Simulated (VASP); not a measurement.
# WC (P-6m2) in VASP: further runs

The runs below take WC through relaxation of cell and atoms, vibrations by finite differences, with PBE.

Everything below comes from runs of VASP 6.6.1. Logs are shortened: lines on timing, memory, paths and dates and some standing lists are left out, and cuts for length are marked.

### 1 The crystal as given

The structure is hexagonal, space group P-6m2 (No. 187). Conventional cell: a = 2.907 Å, b = 2.907 Å, c = 2.837 Å, α = 90.00°, β = 90.00°, γ = 120.00°. W (site symmetry -6m2) is surrounded by 6 C at 2.20 Å. Around C (site symmetry -6m2) lie 6 W at 2.20 Å.

### 2 Relaxation of cell and atoms, PBE

Contents of INCAR:

```
PREC = Accurate
ENCUT = 520
EDIFF = 1E-7
ISMEAR = 0
SIGMA = 0.1
LREAL = False
LASPH = True
NELM = 80
ALGO = Fast
ISIF = 3
LWAVE = False
LCHARG = False
GGA = PE
IBRION = 2
NSW = 80
EDIFFG = -0.002
```

Contents of KPOINTS:

```
regular mesh
0
Gamma
  12 12 10
```

Contents of POSCAR:

```
WC
1.0
    2.9065000000      0.0000000000      0.0000000000
   -1.4532500000      2.5171028400      0.0000000000
    0.0000000000      0.0000000000      2.8366000000
W C
1 1
Direct
    0.0000000000      0.0000000000      0.0000000000
    0.6666666700      0.3333333300      0.5000000000
```

Potentials or basis: VASP PAW PBE potentials, release 64 (W_sv, C).

On the command line:

```
cat potpaw_PBE.64/W_sv/POTCAR potpaw_PBE.64/C/POTCAR > POTCAR
mpirun -np 1 vasp_std > vasp.out
```

OUTCAR:

```text
PREC = Accurate
   ENCUT = 520
   EDIFF = 1E-7
   ISMEAR = 0
   LREAL = False
   LASPH = True
   NELM = 80
   ISIF = 3
   GGA = PE
   IBRION = 2
   NSW = 80
   EDIFFG = -0.002

 ion  position               nearest neighbor table
   1  0.000  0.000  0.000-   2 2.20   2 2.20   2 2.20   2 2.20   2 2.20   2 2.20
   2  0.667  0.333  0.500-   1 2.20   1 2.20   1 2.20   1 2.20   1 2.20   1 2.20

  LATTYP: Found a hexagonal cell.
 ALAT       =     2.9065000000
 C/A-ratio  =     0.9759504559

  Lattice vectors:

 A1 = (   2.9065000000,   0.0000000000,   0.0000000000)
 A2 = (  -1.4532500000,   2.5171028400,   0.0000000000)
 A3 = (   0.0000000000,   0.0000000000,   2.8366000000)

Analysis of symmetry for initial positions (statically):
=====================================================================
 Subroutine PRICEL returns:
 Original cell was already a primitive cell.

 Routine SETGRP: Setting up the symmetry group for a
 hexagonal supercell.

 Subroutine GETGRP returns: Found 12 space group operations
 (whereof 12 operations were pure point group operations)
 out of a pool of 24 trial point group operations.

The static configuration has the point symmetry D_3h.

Analysis of symmetry for dynamics (positions and initial velocities):
=====================================================================
 Subroutine PRICEL returns:
 Original cell was already a primitive cell.

 Routine SETGRP: Setting up the symmetry group for a
 hexagonal supercell.

 Subroutine GETGRP returns: Found 12 space group operations
 (whereof 12 operations were pure point group operations)
 out of a pool of 24 trial point group operations.

The dynamic configuration has the point symmetry D_3h.

 Subroutine INISYM returns: Found 12 space group operations
 (whereof 12 operations are pure point group operations),
 and found     1 'primitive' translations

----------------------------------------------------------------------------------------

                                     Primitive cell

  volume of cell :      20.7525

  direct lattice vectors                    reciprocal lattice vectors
     2.906500000  0.000000000  0.000000000     0.344056425  0.198641069  0.000000000
    -1.453250000  2.517102840  0.000000000     0.000000000  0.397282139  0.000000000
     0.000000000  0.000000000  2.836600000     0.000000000  0.000000000  0.352534725

  length of vectors
     2.906500000  2.906500003  2.836600000     0.397282139  0.397282139  0.352534725

  position of ions in fractional coordinates (direct lattice)
[... 104 lines left out ...]
   GGA     = PE    functional components
   LHFCALC =     F    Hartree Fock is set to
   AEXX    =    0.0000 exact exchange contribution
   IVDW    =     0    specifies the selected vdW correction
   LEPSILON=     F    determine dielectric tensor
   LRPA    =     F    only Hartree local field effects (RPA)
 conjugate gradient relaxation of ions
 non-spin polarized calculation
 RMM-DIIS sequential band-by-band and
 Gauss-broadening in eV      SIGMA  =   0.10
  energy-cutoff  :      520.00
  volume of cell :       20.75
 maximum number of plane-waves:       580
 NGX is ok and might be reduce to    24
   NGX = 11   NGY = 11   NGZ = 11

--------------------------------------- Ionic step        1  -------------------------------------------

 number of electron      18.0000000 magnetization

 Free energy of the ion-electron system (eV)
  ---------------------------------------------------
  ext. energy  EPLUGINS =         0.00000000
  ---------------------------------------------------
  free energy    TOTEN  =       -22.44425504 eV

  energy without entropy =      -22.44313237  energy(sigma->0) =      -22.44369371

------------------------ aborting loop because EDIFF is reached ----------------------------------------

  FORCE on cell =-STRESS in cart. coord.  units (eV):
  Direction    XX          YY          ZZ          XY          YZ          ZX
  --------------------------------------------------------------------------------------
  -------------------------------------------------------------------------------------
  Total        0.8751367      0.8751367      0.8980454      0.0000000      0.0000000      0.0000000
  in kB       67.5642715     67.5642717     69.3329194      0.0000000      0.0000000      0.0000000
  external PRESSURE =      68.1538209 kB  Pullay stress =       0.0000000 kB
[... 167 lines left out ...]
--------------------------------------- Ionic step        6  -------------------------------------------

 number of electron      18.0000000 magnetization

 Free energy of the ion-electron system (eV)
  ---------------------------------------------------
  ext. energy  EPLUGINS =         0.00000000
  ---------------------------------------------------
  free energy    TOTEN  =       -22.45171137 eV

  energy without entropy =      -22.45060514  energy(sigma->0) =      -22.45115826

 E-fermi :  10.9019     XC(G=0): -13.7056

 val. band max:       10.6919910424   @ k =   0.4167   0.0833   0.5000
 cond. band min:      10.9155375573   @ k =   0.0000   0.0000   0.1000
 fundamental gap:      0.2235465149
 Fermi energy:        10.9019299399

 k-point     1 :       0.0000    0.0000    0.0000
  band No.  band energies     occupation
      1     -63.2080      2.00000
      2     -27.1864      2.00000
      3     -27.0931      2.00000
      4     -27.0931      2.00000
      5      -3.4837      2.00000
      6       6.6201      2.00000
      7       7.5660      2.00000
      8       7.5660      2.00000
      9      10.9332      0.65863
     10      13.9915      0.00000
     11      13.9915      0.00000
     12      16.3694      0.00000
     13      16.3694      0.00000
[... 354 lines left out ...]
  band No.  band energies     occupation
      1     -63.1644      2.00000
      2     -27.6623      2.00000
      3     -27.2210      2.00000
      4     -27.1747      2.00000
      5      -1.0924      2.00000
      6       4.6752      2.00000
      7       7.2350      2.00000
      8       8.3805      2.00000
      9       9.2942      2.00000
     10      13.0991      0.00000
     11      14.5922      0.00000
     12      16.0373      0.00000
     13      16.8925      0.00000

 [... further k-points ...]

------------------------ aborting loop because EDIFF is reached ----------------------------------------

  FORCE on cell =-STRESS in cart. coord.  units (eV):
  Direction    XX          YY          ZZ          XY          YZ          ZX
  --------------------------------------------------------------------------------------
  -------------------------------------------------------------------------------------
  Total        0.0027830      0.0027830      0.0022299      0.0000000     -0.0000000      0.0000000
  in kB        0.2112309      0.2112309      0.1692503      0.0000000     -0.0000000      0.0000000
  external PRESSURE =       0.1972373 kB  Pullay stress =       0.0000000 kB
[... 17 lines left out ...]
  FREE ENERGIE OF THE ION-ELECTRON SYSTEM (eV)
  ---------------------------------------------------
  free  energy   TOTEN  =       -22.4517113733 eV

  energy  without entropy=      -22.4506051393  energy(sigma->0) =      -22.45115826

 reached required accuracy - stopping structural energy minimisation
```

OSZICAR:

```text
N       E                     dE             d eps       ncg     rms          rms(c)
DAV:   1     0.111881745418E+03    0.11188E+03   -0.99140E+03  2964   0.154E+03
DAV:   2    -0.215449191270E+02   -0.13343E+03   -0.12986E+03  3394   0.383E+02
[... 65 lines left out ...]
DAV:   1    -0.224518660076E+02   -0.20501E-03   -0.55755E-03  2977   0.898E-01    0.632E-02
RMM:   2    -0.224517503507E+02    0.11566E-03   -0.17758E-04  3074   0.131E-01    0.334E-02
RMM:   3    -0.224517103307E+02    0.40020E-04   -0.99013E-05  2990   0.882E-02    0.121E-02
RMM:   4    -0.224517111517E+02   -0.82093E-06   -0.91061E-06  3085   0.315E-02    0.707E-03
RMM:   5    -0.224517113363E+02   -0.18469E-06   -0.13049E-06  3094   0.127E-02    0.842E-04
RMM:   6    -0.224517113733E+02   -0.36925E-07   -0.33321E-07  2296   0.580E-03
   6 F= -.22451711E+02 E0= -.22451158E+02  d E =-.598508E-04
```

CONTCAR:

```text
WC
   1.00000000000000
     2.9242423641256643    0.0000000000000000    0.0000000000000000
    -1.4621211820628321    2.5324681781275165    0.0000000000000000
    -0.0000000000000000   -0.0000000000000000    2.8503836728091421
  W               C
     1     1
Direct
     0.0000000000000000    0.0000000000000000    0.0000000000000000
     0.6666666699999979    0.3333333300000021    0.5000000000000000

  0.00000000E+00  0.00000000E+00  0.00000000E+00
  0.00000000E+00  0.00000000E+00  0.00000000E+00
```

Run time: 66 s. Hardware: 1 thread of Intel Xeon Platinum 8488C (Sapphire Rapids), shared host; peak memory 0.17 GiB.

Results:

```
Free energy                            : -22.4517 eV
Relaxed volume                         : 10.55 Å³/atom
Relaxed cell                           : a = 2.924 Å, b = 2.924 Å, c = 2.850 Å, α = 90.00°, β = 90.00°, γ = 120.00°
Space group after relaxing (to 0.05 Å) : P-6m2 (No. 187)
Energy gained by relaxing              : 3.7 meV/atom
Ionic steps                            : 6
Pressure after relaxing                : 0.0 GPa
Band gap on the k mesh                 : none (metal or under the smearing width)
```

The path:
```csv
step,energy change (eV),largest force (eV/Å),pressure (GPa),volume (Å³)
1,0.0000,0.0000,6.82,20.75
2,0.0456,0.0000,-16.26,22.11
3,-0.0074,0.0000,-0.11,21.11
4,-0.0074,0.0000,0.03,21.11
5,-0.0074,0.0000,0.02,21.11
6,-0.0075,0.0000,0.02,21.11
```

Final structure:
```
W C
1.0
     2.92424    0.00000    0.00000
    -1.46212    2.53247    0.00000
     0.00000    0.00000    2.85038
W C
1 1
Direct
  0.00000 0.00000 0.00000
  0.66667 0.33333 0.50000
```

Levels at points of the mesh, in eV from the Fermi level:
```csv
k point,band 6,band 7,band 8,band 9,band 10,band 11,band 12,band 13
"(0.00, 0.00, 0.00)",-4.28,-3.34,-3.34,0.03,3.09,3.09,5.47,5.47
"(0.50, 0.00, 0.00)",-7.02,-3.60,-3.56,-0.53,2.23,4.35,4.69,6.70
"(0.00, 0.00, 0.50)",-8.61,-2.05,-2.05,-0.63,-0.63,3.55,4.41,4.41
"(0.50, 0.00, 0.50)",-6.42,-4.30,-4.21,0.19,4.25,5.11,6.41,8.94
```

The run has no spin-orbit coupling, so splittings on W are missing. Zero-point motion and thermal expansion aren't in these numbers.

### 3 Relaxation of cell and atoms, PBE

This run uses another cell than the first one, of 10.55 Å³/atom, 1.017 times its volume.

INCAR is that of step 2.

KPOINTS is that of step 2.

Contents of POSCAR:

```
WC                                      
1.0
    2.9242423641      0.0000000000      0.0000000000
   -1.4621211821      2.5324681781      0.0000000000
   -0.0000000000     -0.0000000000      2.8503836728
  W               C             
     1     1
Direct
     0.0000000000000000    0.0000000000000000    0.0000000000000000
     0.6666666699999979    0.3333333300000021    0.5000000000000000
```

Potentials or basis: VASP PAW PBE potentials, release 64 (W_sv, C).

On the command line:

```
cat potpaw_PBE.64/W_sv/POTCAR potpaw_PBE.64/C/POTCAR > POTCAR
mpirun -np 1 vasp_std > vasp.out
```

Wall time 18 s (1 thread of Intel Xeon Platinum 8488C (Sapphire Rapids), shared host); peak memory 0.16 GiB.

The run converged. Its results:

| Quantity | Value |
| --- | --- |
| Free energy | -22.4519 eV |
| Pressure after relaxing | 0.0 GPa |
| Band gap on the k mesh | none (metal or under the smearing width) |

Final structure:
```yaml
crystal:
  lattice:
    - [2.92424, 0.00000, 0.00000]
    - [-1.46212, 2.53247, 0.00000]
    - [0.00000, 0.00000, 2.85038]
  atoms:
    - { symbol: W, position: [0.00000, 0.00000, 0.00000] }
    - { symbol: C, position: [0.66667, 0.33333, 0.50000] }
```

Levels at points of the mesh, in eV from the Fermi level:
```tsv
k point	band 7	band 8	band 9	band 10	band 11	band 12
(0.00, 0.00, 0.00)	-3.34	-3.34	0.03	3.09	3.09	5.47
(0.50, 0.00, 0.00)	-3.60	-3.56	-0.53	2.23	4.35	4.72
(0.00, 0.00, 0.50)	-2.05	-2.05	-0.63	-0.63	3.59	4.41
(0.50, 0.00, 0.50)	-4.30	-4.21	0.19	4.25	5.12	6.41
```

Caveat: the relaxation stopped at its first step, so nothing moved.

### 4 Vibrations by finite differences, PBE

This run uses another cell than the first one, of 10.55 Å³/atom, 1.017 times its volume.

Contents of INCAR:

```
PREC = Accurate
ENCUT = 520
EDIFF = 1E-8
ISMEAR = 0
SIGMA = 0.1
LREAL = F
LASPH = T
NELM = 80
ALGO = Fast
ISIF = 3
LWAVE = F
LCHARG = F
GGA = PE
IBRION = 6
NFREE = 2
POTIM = 0.015
NSW = 1
```

Contents of KPOINTS:

```
Automatic mesh
0
Gamma
  12 12 10
```

POSCAR: that of step 3 with these lines changed.

```diff
@@ -4,3 +4,3 @@
    -1.4621211821      2.5324681781      0.0000000000
-   -0.0000000000     -0.0000000000      2.8503836728
+    0.0000000000      0.0000000000      2.8503836728
   W               C
```

On the command line:

```
cat potpaw_PBE.64/W_sv/POTCAR potpaw_PBE.64/C/POTCAR > POTCAR
mpirun -np 1 vasp_std > vasp.out
```

Wall time 10 min (1 thread of Intel Xeon Platinum 8488C (Sapphire Rapids), shared host); peak memory 0.38 GiB.

Results (log left out):

- Voigt bulk modulus: 388 GPa
- Highest phonon frequency at Γ: 602 cm⁻¹

Phonon frequencies in cm⁻¹ (negative: imaginary):
| q point | frequencies |
| --- | --- |
| (0.000, 0.000, 0.000) | 0 0 0 568 602 602 |

Elastic tensor in Voigt notation (GPa, in the Cartesian axes of the cell as first typed):
```
715 217 168   0   0   0
217 715 168   0   0   0
168 168 953   0   0   0
  0   0   0 302   0   0
  0   0   0   0 302   0
  0   0   0   0   0 249
```

Clamped-ion elastic tensor (GPa):
```
725 208 168   0   0   0
208 725 168   0   0   0
168 168 953   0   0   0
  0   0   0 302   0   0
  0   0   0   0 302   0
  0   0   0   0   0 258
```

Caveat: elastic constants of metals need much finer meshes, so these are rough. Spin-orbit coupling is left out, which matters for the levels of W.
